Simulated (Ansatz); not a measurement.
CdI₂: what each run costs

Cell: 3 atoms, space group P-3m1, a = 4.244 Å, b = 4.244 Å, c = 6.859 Å, α = 90.00°, β = 90.00°, γ = 120.00°.

All runs are DFT with Ansatz 0.2.0 on 1 thread of Intel Xeon Platinum 8375C CPU @ 2.90GHz (Ice Lake) (x86_64; 48 cores open to the job, memory cap 3.0 GiB, no GPU), a shared host.

(1) Rank the runs by wall time, shortest first.
A. dielectric tensor by linear response, PBE, 420 eV, 8×8×4 k-points, fixed occupations
B. core holes on 2 sites, PBE, 420 eV, 3×3×3 k-points, fixed occupations, 9 atoms
C. relaxation of the ions, PBE, 420 eV, 8×8×4 k-points, smearing 0.02 eV

Results:

(1) C (20 s, 0.55 GiB), B (89 s, 0.98 GiB), A (2.5 min, 1.1 GiB).
